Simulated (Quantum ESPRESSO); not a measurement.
# MnO2 (P6_3/mmc) in Quantum ESPRESSO: equation of state

How stiff is MnO2 in PBEsol, and what volume does it want? The cell is scaled to several volumes.

Program: Quantum ESPRESSO 7.5. These are calculated values, not measurements. Logs are shortened: lines on timing, memory, paths and dates and some standing lists are left out, and cuts for length are marked.

## 1. Starting point

Symmetry: P6_3/mmc, No. 194, hexagonal system. Conventional cell: a = 2.855 Å, b = 2.855 Å, c = 10.222 Å, α = 90.00°, β = 90.00°, γ = 120.00°. Mn (site symmetry -3m) is surrounded by 6 O at 1.90 Å. O (site symmetry 3m) has 3 Mn at 1.90 Å as nearest neighbours.

Measurements of this composition are mostly on another form, of space group No. 136.

## 2. Single point, PBEsol, collinear spin, ferromagnetic start, 11.30 Å³/atom

File pw.in:

```
&CONTROL
  calculation = 'scf'
  prefix = 'pwscf'
  outdir = './tmp'
  pseudo_dir = './pseudo'
  tprnfor = .true.
  tstress = .true.
  disk_io = 'nowf'
/
&SYSTEM
  ibrav = 0
  nat = 6
  ntyp = 2
  ecutwfc = 45
  ecutrho = 360
  nbnd = 40
  occupations = 'smearing'
  smearing = 'fd'
  degauss = 0.00367493
  nspin = 2
  starting_magnetization(1) = 0.2667
  starting_magnetization(2) = 0
/
&ELECTRONS
  conv_thr = 1.2d-09
  electron_maxstep = 120
  mixing_beta = 0.3
/
ATOMIC_SPECIES
Mn    54.9380 mn_pbesol_v1.5.uspp.F.UPF
O     15.9990 o_pbesol_v1.2.uspp.F.UPF
CELL_PARAMETERS angstrom
   2.7966746872    0.0000000000    0.0000000000
  -1.3983373435    2.4219913252    0.0000000000
   0.0000000000    0.0000000000   10.0130771825
ATOMIC_POSITIONS crystal
Mn     0.0000000000    0.0000000000    0.5000000000
Mn     0.0000000000    0.0000000000    0.0000000000
O      0.6666666667    0.3333333333    0.4068564500
O      0.6666666667    0.3333333333    0.0931435500
O      0.3333333333    0.6666666667    0.5931435500
O      0.3333333333    0.6666666667    0.9068564500
K_POINTS automatic
11 11 3 0 0 0
```

Potentials or basis: GBRV 1.5 PBEsol.

Run with:

```bash
OMP_NUM_THREADS=1 mpirun -n 2 pw.x -nk 2 -in pw.in > pw.out
```

pw.out:

```text
This program is part of the open-source Quantum ESPRESSO suite
     for quantum simulation of materials; please cite
         "P. Giannozzi et al., J. Phys.:Condens. Matter 21 395502 (2009);
         "P. Giannozzi et al., J. Phys.:Condens. Matter 29 465901 (2017);
         "P. Giannozzi et al., J. Chem. Phys. 152 154105 (2020);
     in publications or presentations arising from this work. More details at

     Message from routine setup:
     using ibrav=0 with symmetry is DISCOURAGED, use correct ibrav instead

     K-points division:     npool     =       2
     Subspace diagonalization in iterative solution of the eigenvalue problem:
     a serial algorithm will be used

     G-vector sticks info
     --------------------
     sticks:   dense  smooth     PW     G-vecs:    dense   smooth      PW
     Sum         685     349    109                52699    18693    3237

     Using Slab Decomposition

     bravais-lattice index     =            0
     lattice parameter (alat)  =       5.2849  a.u.
     unit-cell volume          =     457.6977 (a.u.)^3
     number of atoms/cell      =            6
     number of atomic types    =            2
     number of electrons       =        54.00
     number of Kohn-Sham states=           40
     kinetic-energy cutoff     =      45.0000  Ry
     charge density cutoff     =     360.0000  Ry
     scf convergence threshold =      1.2E-09
     mixing beta               =       0.3000
     number of iterations used =            8  plain     mixing
     Exchange-correlation= SLA  PW   PSX  PSC
                           (   1   4  10   8   0   0   0)

     celldm(1)=   5.284949  celldm(2)=   0.000000  celldm(3)=   0.000000
     celldm(4)=   0.000000  celldm(5)=   0.000000  celldm(6)=   0.000000

     crystal axes: (cart. coord. in units of alat)
               a(1) = (   1.000000   0.000000   0.000000 )
               a(2) = (  -0.500000   0.866025   0.000000 )
               a(3) = (   0.000000   0.000000   3.580351 )

     reciprocal axes: (cart. coord. in units 2 pi/alat)
               b(1) = (  1.000000  0.577350 -0.000000 )
               b(2) = (  0.000000  1.154701  0.000000 )
               b(3) = (  0.000000 -0.000000  0.279302 )

     PseudoPot. # 1 for Mn read from file:
     mn_pbesol_v1.5.uspp.F.UPF
     Pseudo is Ultrasoft + core correction, Zval = 15.0
     Generated by new atomic code, or converted to UPF format
     Using radial grid of  859 points,  6 beta functions with:
                l(1) =   0
                l(2) =   0
                l(3) =   1
                l(4) =   1
                l(5) =   2
                l(6) =   2
     Q(r) pseudized with  8 coefficients,  rinner =    0.950   0.950   0.950
                                                       0.950   0.950

     PseudoPot. # 2 for O  read from file:
     o_pbesol_v1.2.uspp.F.UPF
     Pseudo is Ultrasoft + core correction, Zval =  6.0
     Generated by new atomic code, or converted to UPF format
     Using radial grid of  737 points,  5 beta functions with:
                l(1) =   0
                l(2) =   0
                l(3) =   1
                l(4) =   1
                l(5) =   2
     Q(r) pseudized with  8 coefficients,  rinner =    0.900   0.900   0.900
                                                       0.900   0.900

     atomic species   valence    mass     pseudopotential
     Mn               15.00    54.93800     Mn( 1.00)
     O                 6.00    15.99900     O ( 1.00)

     Starting magnetic structure
     atomic species   magnetization
     Mn              0.267
     O               0.000

     24 Sym. Ops., with inversion, found (12 have fractional translation)

   Cartesian axes

     site n.     atom                  positions (alat units)
         1        Mn     tau(   1) = (   0.0000000   0.0000000   1.7901755  )
         2        Mn     tau(   2) = (   0.0000000   0.0000000   0.0000000  )
         3        O      tau(   3) = (   0.5000000   0.2886751   1.4566889  )
         4        O      tau(   4) = (   0.5000000   0.2886751   0.3334866  )
         5        O      tau(   5) = (  -0.0000000   0.5773503   2.1236621  )
         6        O      tau(   6) = (  -0.0000000   0.5773503   3.2468645  )

     number of k points=    32  Fermi-Dirac smearing, width (Ry)=  0.0037
                       cart. coord. in units 2pi/alat
        k(    1) = (   0.0000000   0.0000000   0.0000000), wk =   0.0027548
        k(    2) = (   0.0000000   0.0000000   0.0931007), wk =   0.0055096
        k(    3) = (   0.0000000   0.1049728   0.0000000), wk =   0.0165289
        k(    4) = (   0.0000000   0.1049728   0.0931007), wk =   0.0330579
        k(    5) = (   0.0000000   0.2099456   0.0000000), wk =   0.0165289
        k(    6) = (   0.0000000   0.2099456   0.0931007), wk =   0.0330579
[... 24 lines left out ...]
        k(   31) = (   0.2727273   0.5773503   0.0000000), wk =   0.0165289
[... 49 lines left out ...]
     Davidson diagonalization with overlap
     ethr =  4.24E-12,  avg # of iterations =  1.9

     Magnetic moment per site  (integrated on atomic sphere of radius R)
     atom   1 (R=0.275)  charge= 11.6497  magn=  2.4397
     atom   2 (R=0.275)  charge= 11.6497  magn=  2.4397
     atom   3 (R=0.275)  charge=  5.1689  magn=  0.0673
     atom   4 (R=0.275)  charge=  5.1689  magn=  0.0673
     atom   5 (R=0.275)  charge=  5.1689  magn=  0.0673
     atom   6 (R=0.275)  charge=  5.1689  magn=  0.0673

     End of self-consistent calculation

 ------ SPIN UP ------------

          k = 0.0000 0.0000 0.0000 (  2345 PWs)   bands (ev):

   -74.2021 -74.2021 -42.9823 -42.9823 -42.9775 -42.9775 -42.9774 -42.9774
   -12.8476 -12.8021 -10.4222 -10.3351   0.5733   0.7824   0.7824   0.7889
     0.7889   0.9757   4.6612   4.8160   4.8160   4.8177   4.8177   5.4981
     5.5957   5.5957   5.6222   5.6222   7.0279   7.3032  10.3365  10.3365
    10.3618  10.3618  14.2114  15.8721  16.7379  17.7626  19.2290  20.6524

          k = 0.0000 0.0000 0.0931 (  2344 PWs)   bands (ev):

   -74.2021 -74.2021 -42.9824 -42.9824 -42.9774 -42.9774 -42.9774 -42.9774
   -12.8365 -12.8137 -10.4003 -10.3567   0.6650   0.7841   0.7841   0.7873
     0.7873   0.8650   4.8164   4.8164   4.8173   4.8173   4.8613   5.2735
     5.6024   5.6024   5.6156   5.6156   7.1190   7.2515  10.3429  10.3429
    10.3555  10.3555  14.4928  15.2217  17.2356  17.6403  19.5545  20.2688

          k = 0.0000 0.1050 0.0000 (  2345 PWs)   bands (ev):
[... 225 lines left out ...]
   -74.1728 -74.1728 -43.1465 -43.1464 -43.1036 -43.1035 -42.9413 -42.9412
   -10.8995 -10.8612 -10.8570 -10.8185   0.5652   0.6334   0.8063   0.8612
     1.9672   2.0476   3.1167   3.1990   3.3379   3.4225   4.0425   4.1881
     5.1334   5.1476   6.3194   6.4425   6.6098   6.7394   9.4236   9.4554
     9.5595   9.5872  19.7285  20.2202  20.5490  20.8609  21.9235  22.7190

          k = 0.2727 0.5774 0.0931 (  2309 PWs)   bands (ev):

   -74.1728 -74.1728 -43.1465 -43.1465 -43.1035 -43.1035 -42.9412 -42.9411
   -10.8941 -10.8794 -10.8388 -10.8239   0.5815   0.6154   0.8205   0.8478
     1.9864   2.0266   3.1374   3.1782   3.3593   3.4012   4.0802   4.1528
     5.1372   5.1443   6.3433   6.4014   6.6521   6.7135   9.4571   9.4869
     9.5271   9.5548  19.8465  20.0982  20.5917  20.7273  22.0066  22.2616

 ------ SPIN DOWN ----------

          k = 0.0000 0.0000 0.0000 (  2345 PWs)   bands (ev):

   -70.9254 -70.9254 -39.8384 -39.8384 -39.8384 -39.8384 -39.6910 -39.6909
   -12.6309 -12.5846 -10.2505 -10.1639   1.4535   1.7392   1.7392   1.7483
     1.7483   1.9773   4.8451   5.7066   5.7190   5.7190   5.7457   5.7457
     7.9001   7.9001   7.9024   7.9024   9.6988   9.8739  11.8276  11.8276
    11.8528  11.8528  14.5021  16.1158  17.2754  18.3019  19.6689  21.1012

          k = 0.0000 0.0000 0.0931 (  2344 PWs)   bands (ev):

   -70.9254 -70.9254 -39.8384 -39.8384 -39.8384 -39.8384 -39.6910 -39.6909
   -12.6196 -12.5964 -10.2286 -10.1853   1.5672   1.7415   1.7415   1.7461
     1.7461   1.8257   5.0736   5.5002   5.7257   5.7257   5.7390   5.7390
     7.9007   7.9007   7.9019   7.9019   9.7494   9.8360  11.8341  11.8341
    11.8466  11.8466  14.7848  15.5105  17.7472  18.1717  19.9842  20.7028

          k = 0.0000 0.1050 0.0000 (  2345 PWs)   bands (ev):
[... 225 lines left out ...]
   -70.8919 -70.8918 -40.0389 -40.0388 -39.9875 -39.9875 -39.6384 -39.6383
   -10.6978 -10.6592 -10.6581 -10.6194   1.2840   1.3700   1.5077   1.5792
     2.3498   2.4300   3.7770   3.9891   4.0279   4.3328   4.3895   4.6306
     8.3027   8.3392   9.0939   9.1664   9.2431   9.3316  11.1187  11.1458
    11.2275  11.2414  19.9263  20.3928  20.7313  21.1036  22.3894  23.1190

          k = 0.2727 0.5774 0.0931 (  2309 PWs)   bands (ev):

   -70.8918 -70.8918 -40.0388 -40.0388 -39.9875 -39.9875 -39.6383 -39.6382
   -10.6926 -10.6783 -10.6390 -10.6247   1.3042   1.3468   1.5264   1.5618
     2.3689   2.4089   3.8123   3.8984   4.1271   4.2429   4.4830   4.5868
     8.3120   8.3303   9.1066   9.1395   9.2738   9.3147  11.1452  11.1682
    11.2014  11.2179  20.0516  20.2948  20.7728  20.9336  22.4636  22.6981

     the Fermi energy is     7.6259 ev

!    total energy              =    -551.21017887 Ry
     estimated scf accuracy    <          1.4E-10 Ry
     smearing contrib. (-TS)   =      -0.00000806 Ry
     internal energy E=F+TS    =    -551.21017080 Ry

     The total energy is F=E-TS. E is the sum of the following terms:
     one-electron contribution =    -462.84557804 Ry
     hartree contribution      =     252.10080234 Ry
     xc contribution           =     -81.40618609 Ry
     ewald contribution        =    -259.05920902 Ry

     total magnetization       =     6.00 Bohr mag/cell
     absolute magnetization    =     6.06 Bohr mag/cell

     convergence has been achieved in  14 iterations

     Forces acting on atoms (cartesian axes, Ry/au):

     atom    1 type  1   force =     0.00000000    0.00000000    0.00000000
     atom    2 type  1   force =    -0.00000000   -0.00000000    0.00000000
     atom    3 type  2   force =     0.00000000    0.00000000   -0.03262310
     atom    4 type  2   force =    -0.00000000    0.00000000    0.03262310
     atom    5 type  2   force =    -0.00000000   -0.00000000    0.03262310
     atom    6 type  2   force =    -0.00000000   -0.00000000   -0.03262310

     Total force =     0.065246     Total SCF correction =     0.000026

     Computing stress (Cartesian axis) and pressure

          total   stress  (Ry/bohr**3)                   (kbar)     P=      107.98
   0.00082259  -0.00000000   0.00000000          121.01       -0.00        0.00
  -0.00000000   0.00082259   0.00000000           -0.00      121.01        0.00
   0.00000000   0.00000000   0.00055685            0.00        0.00       81.92

=------------------------------------------------------------------------------=
   JOB DONE.
=------------------------------------------------------------------------------=
```

It took 82 s on 2 MPI ranks of Arm Neoverse V1, shared host; peak memory 0.4 GiB.

Results:

- Free energy: -7499.5965 eV
- Pressure: 10.8 GPa
- Largest force: 0.839 eV/Å
- Band gap on the k mesh: 0.57 eV, indirect (least direct gap 0.60 eV)
- Net moment: 6.00 μB per cell
- Absolute moment: 6.06 μB per cell
- Site moments: Mn +2.44; O +0.07 μB
- Valence electrons inside the program's atomic spheres: Mn 11.65; O 5.17

Caveat: an odd mesh through Γ misses points on the zone boundary, where band edges often lie; only a ferromagnetic start was run, and an antiferromagnetic order may lie lower in energy.

## 3. Single point, PBEsol, collinear spin, ferromagnetic start, 11.54 Å³/atom

pw.in: that of step 2 with these lines changed.

```diff
@@ -32,5 +32,5 @@
 CELL_PARAMETERS angstrom
-   2.7966746872    0.0000000000    0.0000000000
-  -1.3983373435    2.4219913252    0.0000000000
-   0.0000000000    0.0000000000   10.0130771825
+   2.8163702283    0.0000000000    0.0000000000
+  -1.4081851141    2.4390481641    0.0000000000
+   0.0000000000    0.0000000000   10.0835941339
 ATOMIC_POSITIONS crystal
```

Potentials or basis: GBRV 1.5 PBEsol.

Run with:

```bash
OMP_NUM_THREADS=1 mpirun -n 2 pw.x -nk 2 -in pw.in > pw.out
```

Wall time 84 s (2 MPI ranks of Arm Neoverse V1, shared host); peak memory 0.42 GiB.

The run converged. Its results:

| Property | Result |
| --- | --- |
| Free energy | -7499.6736 eV |
| Pressure | 6.1 GPa |
| Largest force | 0.481 eV/Å |
| Band gap on the k mesh | 0.65 eV, indirect (least direct gap 0.68 eV) |
| Net moment | 6.00 μB per cell |
| Absolute moment | 6.07 μB per cell |
| Site moments | Mn +2.47; O +0.06 μB |
| Valence electrons inside the program's atomic spheres | Mn 11.68; O 5.19 |

Caveat: an odd mesh through Γ misses points on the zone boundary, where band edges often lie; only a ferromagnetic start was run, and an antiferromagnetic order may lie lower in energy.

## 4. Single point, PBEsol, collinear spin, ferromagnetic start, 11.78 Å³/atom

pw.in: that of step 3 with these lines changed.

```diff
@@ -32,5 +32,5 @@
 CELL_PARAMETERS angstrom
-   2.8163702283    0.0000000000    0.0000000000
-  -1.4081851141    2.4390481641    0.0000000000
-   0.0000000000    0.0000000000   10.0835941339
+   2.8357940850    0.0000000000    0.0000000000
+  -1.4178970425    2.4558697175    0.0000000000
+   0.0000000000    0.0000000000   10.1531383600
 ATOMIC_POSITIONS crystal
```

Run with:

```bash
OMP_NUM_THREADS=1 mpirun -n 2 pw.x -nk 2 -in pw.in > pw.out
```

Run time: 83 s. Hardware: 2 MPI ranks of Arm Neoverse V1, shared host; peak memory 0.42 GiB.

The run converged. Its results:

* Free energy: -7499.7113 eV
* Pressure: 2.0 GPa
* Largest force: 0.152 eV/Å
* Band gap on the k mesh: 0.73 eV, indirect (least direct gap 0.77 eV)
* Net moment: 6.00 μB per cell
* Absolute moment: 6.09 μB per cell
* Site moments: Mn +2.49; O +0.05 μB
* Valence electrons inside the program's atomic spheres: Mn 11.71; O 5.21

Caveat: an odd mesh through Γ misses points on the zone boundary, where band edges often lie; only a ferromagnetic start was run, and an antiferromagnetic order may lie lower in energy.

## 5. Single point, PBEsol, collinear spin, ferromagnetic start, 12.03 Å³/atom

pw.in: that of step 4 with these lines changed.

```diff
@@ -32,5 +32,5 @@
 CELL_PARAMETERS angstrom
-   2.8357940850    0.0000000000    0.0000000000
-  -1.4178970425    2.4558697175    0.0000000000
-   0.0000000000    0.0000000000   10.1531383600
+   2.8549554371    0.0000000000    0.0000000000
+  -1.4274777185    2.4724639352    0.0000000000
+   0.0000000000    0.0000000000   10.2217427273
 ATOMIC_POSITIONS crystal
```

Run with:

```bash
OMP_NUM_THREADS=1 mpirun -n 2 pw.x -nk 2 -in pw.in > pw.out
```

Wall time 85 s (2 MPI ranks of Arm Neoverse V1, shared host); peak memory 0.44 GiB.

Results (log left out):

| Property | Result |
| --- | --- |
| Free energy | -7499.7133 eV |
| Pressure | -1.7 GPa |
| Largest force | 0.148 eV/Å |
| Band gap on the k mesh | 0.81 eV, indirect (least direct gap 0.85 eV) |
| Net moment | 6.00 μB per cell |
| Absolute moment | 6.11 μB per cell |
| Site moments | Mn +2.52; O +0.04 μB |
| Valence electrons inside the program's atomic spheres | Mn 11.74; O 5.23 |

Caveat: an odd mesh through Γ misses points on the zone boundary, where band edges often lie; only a ferromagnetic start was run, and an antiferromagnetic order may lie lower in energy.

## 6. Single point, PBEsol, collinear spin, ferromagnetic start, 12.27 Å³/atom

pw.in: that of step 5 with these lines changed.

```diff
@@ -32,5 +32,5 @@
 CELL_PARAMETERS angstrom
-   2.8549554371    0.0000000000    0.0000000000
-  -1.4274777185    2.4724639352    0.0000000000
-   0.0000000000    0.0000000000   10.2217427273
+   2.8738629778    0.0000000000    0.0000000000
+  -1.4369314888    2.4888383457    0.0000000000
+   0.0000000000    0.0000000000   10.2894383606
 ATOMIC_POSITIONS crystal
```

Potentials or basis: GBRV 1.5 PBEsol.

Run with:

```bash
OMP_NUM_THREADS=1 mpirun -n 2 pw.x -nk 2 -in pw.in > pw.out
```

It took 88 s on 2 MPI ranks of Arm Neoverse V1, shared host; peak memory 0.44 GiB.

The run converged. Its results:

```yaml
Free_energy: -7499.6831 eV
Pressure: -5.1 GPa
Largest_force: 0.424 eV/Å
Band_gap_on_the_k_mesh: 0.88 eV, indirect (least direct gap 0.93 eV)
Net_moment: 6.00 μB per cell
Absolute_moment: 6.14 μB per cell
Site_moments: Mn +2.54; O +0.03 μB
Valence_electrons_inside_the_program's_atomic_spheres: Mn 11.77; O 5.24
```

Caveat: an odd mesh through Γ misses points on the zone boundary, where band edges often lie; only a ferromagnetic start was run, and an antiferromagnetic order may lie lower in energy.

## 7. Single point, PBEsol, collinear spin, ferromagnetic start, 12.51 Å³/atom

pw.in: that of step 6 with these lines changed.

```diff
@@ -32,5 +32,5 @@
 CELL_PARAMETERS angstrom
-   2.8738629778    0.0000000000    0.0000000000
-  -1.4369314888    2.4888383457    0.0000000000
-   0.0000000000    0.0000000000   10.2894383606
+   2.8925249486    0.0000000000    0.0000000000
+  -1.4462624742    2.5050000866    0.0000000000
+   0.0000000000    0.0000000000   10.3562547676
 ATOMIC_POSITIONS crystal
```

Run with:

```bash
OMP_NUM_THREADS=1 mpirun -n 2 pw.x -nk 2 -in pw.in > pw.out
```

Wall time 95 s (2 MPI ranks of Arm Neoverse V1, shared host); peak memory 0.44 GiB.

Results (log left out):

| Item | Value |
| --- | --- |
| Free energy | -7499.6248 eV |
| Pressure | -8.0 GPa |
| Largest force | 0.677 eV/Å |
| Band gap on the k mesh | 0.95 eV, indirect (least direct gap 1.00 eV) |
| Net moment | 6.00 μB per cell |
| Absolute moment | 6.18 μB per cell |
| Site moments | Mn +2.57; O +0.02 μB |
| Valence electrons inside the program's atomic spheres | Mn 11.80; O 5.26 |

Caveat: an odd mesh through Γ misses points on the zone boundary, where band edges often lie; only a ferromagnetic start was run, and an antiferromagnetic order may lie lower in energy.

## 8. Single point, PBEsol, collinear spin, ferromagnetic start, 12.75 Å³/atom

pw.in: that of step 7 with these lines changed.

```diff
@@ -32,5 +32,5 @@
 CELL_PARAMETERS angstrom
-   2.8925249486    0.0000000000    0.0000000000
-  -1.4462624742    2.5050000866    0.0000000000
-   0.0000000000    0.0000000000   10.3562547676
+   2.9109491711    0.0000000000    0.0000000000
+  -1.4554745855    2.5209559313    0.0000000000
+   0.0000000000    0.0000000000   10.4222199523
 ATOMIC_POSITIONS crystal
```

Run with:

```bash
OMP_NUM_THREADS=1 mpirun -n 2 pw.x -nk 2 -in pw.in > pw.out
```

It took 95 s on 2 MPI ranks of Arm Neoverse V1, shared host; peak memory 0.44 GiB.

Results (log left out):

- Free energy: -7499.5410 eV
- Pressure: -10.7 GPa
- Largest force: 0.910 eV/Å
- Band gap on the k mesh: 1.01 eV, indirect (least direct gap 1.07 eV)
- Net moment: 6.00 μB per cell
- Absolute moment: 6.23 μB per cell
- Site moments: Mn +2.59; O +0.01 μB
- Valence electrons inside the program's atomic spheres: Mn 11.82; O 5.28

Caveat: an odd mesh through Γ misses points on the zone boundary, where band edges often lie; only a ferromagnetic start was run, and an antiferromagnetic order may lie lower in energy.

## 9. Equation of state, PBEsol, collinear spin, ferromagnetic start

Potentials or basis: GBRV 1.5 PBEsol.

This step only gathers the single runs of the series.

Results:

* Equilibrium volume: 11.92 Å³/atom
* Bulk modulus at fixed shape and positions: 184 GPa
* Pressure derivative of the bulk modulus: 4.6

Energy against volume, from the lowest point:
```
volume (Å³/atom)  energy (meV/atom)
          11.304              19.46
          11.544               6.62
          11.785               0.33
          12.025               0.00
          12.266               5.04
          12.507              14.76
          12.747              28.72
```

Caveat: the cell was scaled at fixed shape and fractional positions, which overstates the stiffness of a crystal with free parameters, most of all of layers and chains.
